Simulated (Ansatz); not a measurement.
# Tin, alpha-Sn (diamond) under PBE: testing the Gaussian smearing, part 2 of 2

How small must the Gaussian smearing width be for energy and pressure to settle? The geometry was relaxed under PBE beforehand and stays fixed; 7 values are run, from 0.01 to 1.0 eV. Wanted are the values from which on the energy stays within 10 and 1 meV/atom, and the pressure within 0.5 GPa, of the narrowest run. Within the series other settings stay. Spin polarisation is left out.

Ansatz 0.2.0; DFT PBE, plane waves with PAW, scalar-relativistic.

## (6) With a width of 0.3 eV

The run at 0.3 eV.

input.yaml reads:

```yaml
crystal:
  lattice:
    - [0.0, 3.3289000152, 3.3289000152]
    - [3.3289000152, 0.0, 3.3289000152]
    - [3.3289000152, 3.3289000152, 0.0]
  atoms:
    - { symbol: Sn, position: [0.5, 0.5, 0.5] }
    - { symbol: Sn, position: [0.75, 0.75, 0.75] }
hamiltonian:
  xc: pbe
  pseudopotentials:
    kind: paw
    azcp:
      Sn: "pseudopotentials/Sn.paw.azcp"
basis:
  ecutwfc: 420
  fft_grid_basis: typed
kpoints:
  mp_grid: { grid: [8, 8, 8], shift: [0, 0, 0] }
magnetization:
  spin_polarized: false
scf:
  occupations: { method: gaussian, width: 0.3 }
  lower_state_search: "off"
output:
  stress: true
```

Launch:

```
ansatz run input.yaml --threads 1 --pin off --max-ram 3584MiB --backend cpu --events-out ev --progress --plain --runs-dir out
```

Output:

```text
Engine: ansatz 0.2.0, x86_64-unknown-linux-gnu
Pseudopotentials: kind: paw
Pseudopotential: Sn, paw, valence charge 14, recommended cutoff 420 eV (normal), <dir>
Functional definition: PBE
  parameter kappa = 0.804
  parameter beta = 0.06672455060314922
  exchange = pbe_x(kappa = kappa, mu = beta*pi^2/3)
  correlation = pbe_c(beta = beta)
Crystal: 2 atoms, lattice volume = 73.779 Å³
Basis set: ecut = 420 eV, 1459 PW (Γ)
Bands: 18, of which v1, the nominal top of the filled ones, is band 14 counted from 1 (13 counted from 0)
Symmetry: 48 space group operations
Space group: Fd-3m (ITA 227), of the structure as read, at distance tolerance 4.2e-5 Å
k-points: 29 of 512
Non-local potential: Sn, projectors of the file, l = 0: 2, l = 1: 2, l = 2: 2, l = 3: 2
PAW form: soft (Blöchl's): semilocal exchange-correlation on the pseudo side does not see the compensation charge
PAW one-centre angular grid: Sn, 590 points (default); XC on 64 Gauss nodes
Initial density: superposition of atomic densities (neutral atoms: chi_scale 0, normalization atom), corrected by the library's trained network
Initial wavefunctions: pseudopotential atomic-orbital guess
Functional: x = pbe(κ = 0.804, μ = 0.2195149727645171), c = pbe(β = 0.06672455060314922)
SCF iter   1: F=—  HF=-12048.425164 eV  |F-HF|=—  |Δ(HF+E_count)|=         —  Δρ=8.31e-4  dr2=1.06e-3  ethr=1.77e-3  ⟨swp⟩=5.3  Hψ=2529  notcnv=0
preconditioner: auto → Kerker (q_TF=auto, 2.321 Å⁻¹)  [metal: Δε(μ)=0.135 eV  Ē_g=19.862 eV  σ=0.300 eV  W_gap=0.24  n_scr=14 (ndim 8)  ℏωp=22.9 eV  f_vac=0.121  D(μ)=0.31/eV (n_scr^D=0)]
SCF iter   2: F=—  HF=-12048.424146 eV  |F-HF|=—  |Δ(HF+E_count)|=   1.02e-3  Δρ=6.57e-4  dr2=8.55e-4  ethr=3.80e-6  ⟨swp⟩=2.1  Hψ=1127  notcnv=0
SCF iter   3: F=—  HF=-12048.424233 eV  |F-HF|=—  |Δ(HF+E_count)|=   8.69e-5  Δρ=3.86e-4  dr2=3.47e-4  ethr=3.05e-6  ⟨swp⟩=2.7  Hψ=945  notcnv=0
SCF iter   4: F=—  HF=-12048.424387 eV  |F-HF|=—  |Δ(HF+E_count)|=   1.54e-4  Δρ=2.80e-4  dr2=6.24e-5  ethr=1.24e-6  ⟨swp⟩=3.0  Hψ=940  notcnv=0
SCF iter   5: F=—  HF=-12048.424433 eV  |F-HF|=—  |Δ(HF+E_count)|=   4.60e-5  Δρ=1.44e-4  dr2=1.17e-5  ethr=2.23e-7  ⟨swp⟩=2.0  Hψ=643  notcnv=0
SCF iter   6: F=—  HF=-12048.424431 eV  |F-HF|=—  |Δ(HF+E_count)|=   1.61e-6  Δρ=1.83e-5  dr2=2.36e-7  ethr=4.20e-8  ⟨swp⟩=2.0  Hψ=928  notcnv=0
SCF iter   7: F=-12048.424431 eV  HF=-12048.424431 eV  |F-HF|=1.28e-8  |Δ(HF+E_count)|=   1.65e-7  Δρ=2.07e-6  dr2=2.32e-9  ethr=3.57e-10  ⟨swp⟩=5.6  Hψ=1979  notcnv=0
SCF 1 converged in 7 iterations: F = -12048.424431 eV  dr2 = 2.32e-9
SCF converged after 7 iterations
Free energy (F): -12048.424431 eV
Harris-Foulkes:  -12048.424431 eV  (|F-HF|=1.28e-8)
Internal energy: -12048.410450 eV  (E = F + TS)
E sigma→0 (E₀):  -12048.417441 eV
Entropy (-TS):   -0.013981 eV (-6.990 meV/atom)
Fermi energy:    6.852574 eV
--- Per-component energies (eV) ---
  E_band       = -270.498301
  E_kinetic    = 372.988938
  E_local      = -2395.650757  (includes V_loc(G=0)·N_el)
  E_nonlocal   = -64.188304
  E_hartree    = 1360.625628
  E_xc         = -763.508031
  E_vxc        = -190.175099  (∫ρ·V_xc dr)
  E_paw        = -8275.142158  (= ΣΔE_a)
  E_vpaw       = -714.724898  (= ΣTr[D̂ρ^β])
  E_aug_tail   = -0.000001  (compensation charges beyond the density's cutoff)
  E_ewald      = -2283.535766
  E_smearing   = -0.013981  (= −TS)
  E_closure    = 0.000000  (closes the sum)
  Σ components = -12048.424431   (vs F -12048.424431, Δ=0.00e0)
--- Stress (GPa, compression-positive) ---
        0.037468      -0.000000      -0.000000
        0.000000       0.037468      -0.000000
       -0.000000      -0.000000       0.037468
  P = ⅓ Tr σ = 0.0375 GPa (0.375 kbar)
```

It took 2.7 s on 1 thread of Intel Xeon Platinum 8259CL at 2.50GHz (Skylake/Cascade Lake), shared host; peak memory 0.52 GiB.

## (7) With a width of 0.6 eV

The run at 0.6 eV.

Edit input.yaml of step 6 so:

```diff
@@ -22,3 +22,3 @@
 scf:
-  occupations: { method: gaussian, width: 0.3 }
+  occupations: { method: gaussian, width: 0.6 }
   lower_state_search: "off"
```

Launch:

```
ansatz run input.yaml --threads 1 --pin off --max-ram 3584MiB --backend cpu --events-out ev --progress --plain --runs-dir out
```

Output:

```text
band count auto-derived: 19 (N_el = 28.0; filled up to band 14; 18 by the electrons, moments and atoms)
[... 8 set-up lines as earlier in the session ...]
Crystal: 2 atoms, lattice volume = 73.779 Å³
Basis set: ecut = 420 eV, 1459 PW (Γ)
Bands: 19, of which v1, the nominal top of the filled ones, is band 14 counted from 1 (13 counted from 0)
[... 2 set-up lines as earlier in the session ...]
k-points: 29 of 512
[... 6 set-up lines as earlier in the session ...]
SCF iter   1: F=—  HF=-12048.445625 eV  |F-HF|=—  |Δ(HF+E_count)|=         —  Δρ=9.17e-4  dr2=1.38e-3  ethr=1.77e-3  ⟨swp⟩=5.4  Hψ=2624  notcnv=0
preconditioner: auto → Kerker (q_TF=auto, 2.321 Å⁻¹)  [metal: Δε(μ)=0.135 eV  Ē_g=20.581 eV  σ=0.600 eV  W_gap=0.13  n_scr=14 (ndim 8)  ℏωp=22.9 eV  f_vac=0.121  D(μ)=0.34/eV (n_scr^D=0)]
SCF iter   2: F=—  HF=-12048.444657 eV  |F-HF|=—  |Δ(HF+E_count)|=   9.68e-4  Δρ=7.64e-4  dr2=1.09e-3  ethr=4.93e-6  ⟨swp⟩=2.0  Hψ=1176  notcnv=0
SCF iter   3: F=—  HF=-12048.444746 eV  |F-HF|=—  |Δ(HF+E_count)|=   8.83e-5  Δρ=4.33e-4  dr2=4.39e-4  ethr=3.88e-6  ⟨swp⟩=2.4  Hψ=963  notcnv=0
SCF iter   4: F=—  HF=-12048.444917 eV  |F-HF|=—  |Δ(HF+E_count)|=   1.71e-4  Δρ=3.04e-4  dr2=7.88e-5  ethr=1.57e-6  ⟨swp⟩=2.0  Hψ=690  notcnv=0
SCF iter   5: F=—  HF=-12048.444977 eV  |F-HF|=—  |Δ(HF+E_count)|=   5.95e-5  Δρ=1.27e-4  dr2=9.36e-6  ethr=2.81e-7  ⟨swp⟩=2.6  Hψ=887  notcnv=0
SCF iter   6: F=—  HF=-12048.444978 eV  |F-HF|=—  |Δ(HF+E_count)|=   1.10e-6  Δρ=2.05e-5  dr2=3.14e-7  ethr=3.34e-8  ⟨swp⟩=2.0  Hψ=966  notcnv=0
SCF iter   7: F=-12048.444978 eV  HF=-12048.444978 eV  |F-HF|=1.44e-8  |Δ(HF+E_count)|=   2.29e-7  Δρ=2.39e-6  dr2=4.27e-9  ethr=3.57e-10  ⟨swp⟩=5.4  Hψ=2024  notcnv=0
SCF 1 converged in 7 iterations: F = -12048.444978 eV  dr2 = 4.27e-9
SCF converged after 7 iterations
Free energy (F): -12048.444978 eV
Harris-Foulkes:  -12048.444978 eV  (|F-HF|=1.44e-8)
Internal energy: -12048.384142 eV  (E = F + TS)
E sigma→0 (E₀):  -12048.414560 eV
Entropy (-TS):   -0.060836 eV (-30.418 meV/atom)
Fermi energy:    6.914636 eV
--- Per-component energies (eV) ---
  E_band       = -270.540628
  E_kinetic    = 373.000604
  E_local      = -2395.550006  (includes V_loc(G=0)·N_el)
  E_nonlocal   = -64.212940
  E_hartree    = 1360.469828
  E_xc         = -763.561597
  E_vxc        = -190.229582  (∫ρ·V_xc dr)
  E_paw        = -8274.994264  (= ΣΔE_a)
  E_vpaw       = -714.485863  (= ΣTr[D̂ρ^β])
  E_aug_tail   = -0.000001  (compensation charges beyond the density's cutoff)
  E_ewald      = -2283.535766
  E_smearing   = -0.060836  (= −TS)
  E_closure    = -0.000000  (closes the sum)
  Σ components = -12048.444978   (vs F -12048.444978, Δ=0.00e0)
--- Stress (GPa, compression-positive) ---
        0.162372      -0.000000       0.000000
       -0.000000       0.162372       0.000000
        0.000000       0.000000       0.162372
  P = ⅓ Tr σ = 0.1624 GPa (1.624 kbar)
```

It took 3 s on 1 thread of Intel Xeon Platinum 8259CL at 2.50GHz (Skylake/Cascade Lake), shared host; peak memory 0.51 GiB.

## (8) With a width of 1.0 eV

The run at 1.0 eV.

Edit input.yaml of step 7 so:

```diff
@@ -22,3 +22,3 @@
 scf:
-  occupations: { method: gaussian, width: 0.6 }
+  occupations: { method: gaussian, width: 1.0 }
   lower_state_search: "off"
```

Launch:

```
ansatz run input.yaml --threads 1 --pin off --max-ram 3584MiB --backend cpu --events-out ev --progress --plain --runs-dir out
```

Output:

```text
band count auto-derived: 20 (N_el = 28.0; filled up to band 14; 18 by the electrons, moments and atoms)
[... 8 set-up lines as earlier in the session ...]
Crystal: 2 atoms, lattice volume = 73.779 Å³
Basis set: ecut = 420 eV, 1459 PW (Γ)
Bands: 20, of which v1, the nominal top of the filled ones, is band 14 counted from 1 (13 counted from 0)
[... 2 set-up lines as earlier in the session ...]
k-points: 29 of 512
[... 6 set-up lines as earlier in the session ...]
SCF iter   1: F=—  HF=-12048.520816 eV  |F-HF|=—  |Δ(HF+E_count)|=         —  Δρ=1.45e-3  dr2=3.28e-3  ethr=1.77e-3  ⟨swp⟩=5.4  Hψ=2747  notcnv=0
preconditioner: auto → Kerker (q_TF=auto, 2.321 Å⁻¹)  [metal: Δε(μ)=0.135 eV  Ē_g=21.223 eV  σ=1.000 eV  W_gap=0.08  n_scr=14 (ndim 8)  ℏωp=22.9 eV  f_vac=0.121  D(μ)=0.59/eV (n_scr^D=0)]
SCF iter   2: F=—  HF=-12048.519857 eV  |F-HF|=—  |Δ(HF+E_count)|=   9.59e-4  Δρ=1.18e-3  dr2=2.29e-3  ethr=1.17e-5  ⟨swp⟩=2.5  Hψ=1250  notcnv=0
SCF iter   3: F=—  HF=-12048.520059 eV  |F-HF|=—  |Δ(HF+E_count)|=   2.02e-4  Δρ=6.12e-4  dr2=6.45e-4  ethr=8.19e-6  ⟨swp⟩=2.9  Hψ=1034  notcnv=0
SCF iter   4: F=—  HF=-12048.520304 eV  |F-HF|=—  |Δ(HF+E_count)|=   2.45e-4  Δρ=4.89e-4  dr2=1.23e-4  ethr=2.30e-6  ⟨swp⟩=2.0  Hψ=709  notcnv=0
SCF iter   5: F=—  HF=-12048.520370 eV  |F-HF|=—  |Δ(HF+E_count)|=   6.58e-5  Δρ=6.46e-5  dr2=4.06e-6  ethr=4.41e-7  ⟨swp⟩=2.0  Hψ=1005  notcnv=0
SCF iter   6: F=—  HF=-12048.520386 eV  |F-HF|=—  |Δ(HF+E_count)|=   1.62e-5  Δρ=2.98e-5  dr2=4.44e-7  ethr=1.45e-8  ⟨swp⟩=2.0  Hψ=741  notcnv=0
SCF iter   7: F=-12048.520387 eV  HF=-12048.520387 eV  |F-HF|=1.35e-8  |Δ(HF+E_count)|=   1.21e-6  Δρ=7.81e-6  dr2=2.91e-8  ethr=3.57e-10  ⟨swp⟩=5.3  Hψ=1988  notcnv=0
SCF 1 converged in 7 iterations: F = -12048.520387 eV  dr2 = 2.91e-8
SCF converged after 7 iterations
Free energy (F): -12048.520387 eV
Harris-Foulkes:  -12048.520387 eV  (|F-HF|=1.35e-8)
Internal energy: -12048.225390 eV  (E = F + TS)
E sigma→0 (E₀):  -12048.372889 eV
Entropy (-TS):   -0.294997 eV (-147.498 meV/atom)
Fermi energy:    6.916191 eV
--- Per-component energies (eV) ---
  E_band       = -270.733976
  E_kinetic    = 373.065393
  E_local      = -2395.054037  (includes V_loc(G=0)·N_el)
  E_nonlocal   = -64.272496
  E_hartree    = 1359.863976
  E_xc         = -763.676435
  E_vxc        = -190.339842  (∫ρ·V_xc dr)
  E_paw        = -8274.616024  (= ΣΔE_a)
  E_vpaw       = -713.870756  (= ΣTr[D̂ρ^β])
  E_aug_tail   = -0.000001  (compensation charges beyond the density's cutoff)
  E_ewald      = -2283.535766
  E_smearing   = -0.294997  (= −TS)
  E_closure    = 0.000000  (closes the sum)
  Σ components = -12048.520387   (vs F -12048.520387, Δ=0.00e0)
--- Stress (GPa, compression-positive) ---
        0.590762       0.000000      -0.000000
        0.000000       0.590762      -0.000000
        0.000000       0.000000       0.590762
  P = ⅓ Tr σ = 0.5908 GPa (5.908 kbar)
```

Run time: 3.9 s. Hardware: 1 thread of Intel Xeon Platinum 8259CL at 2.50GHz (Skylake/Cascade Lake), shared host; peak memory 0.51 GiB.

## (9) All values side by side

Energies count from the run at 0.01 eV.

```tsv
smearing (eV)	F (meV/atom)	E(σ → 0) (meV/atom)	P (GPa)	SCF cycles	CPU time
0.01	0.00	0.00	-0.08	6	2.7 s
0.03	-0.07	-0.02	-0.06	6	3 s
0.1	-0.63	-0.04	-0.02	7	2.3 s
0.2	-2.18	-0.37	0.01	7	2.8 s
0.3	-4.26	-0.77	0.04	7	2.7 s
0.6	-14.53	0.67	0.16	7	3 s
1.0	-52.23	21.50	0.59	7	3.9 s
```

## (10) Summary of results

What follows sums up all 2 parts.

```
                                           quantity                       value
       E(σ → 0) stays within 10 meV/atom of 0.01 eV                up to 0.6 eV
                   E(σ → 0) stays within 1 meV/atom                up to 0.6 eV
                      pressure stays within 0.5 GPa                up to 0.6 eV
                                pressure at 0.01 eV                   -0.08 GPa
energy of a separate run on a finer mesh (14×14×14)  -4.7 meV/atom from 0.01 eV
```

**Reading.** The far end, 1.0 eV, lies +21.5 meV/atom and +0.7 GPa from the yardstick. The free energy F moves by -52.2 meV/atom over the range, and the estimate for σ → 0 by +21.5. In theory F falls as the square of the width under this scheme, but here the ratio is not steady: the mesh at narrow widths, or a density of states that varies over the wide ones, can both cause that. The mesh (8×8×8) is fixed, so the narrowest widths carry a k-point error of their own. The yardstick itself is unsettled by 4.7 meV/atom against the finer mesh, so the thresholds above hold only within this series, and wider smearing, which averages over more states, can land nearer the fine-mesh value than the narrowest does. The cell taken over is 8 % larger than the measured one (34.19 Å³/atom, COD).
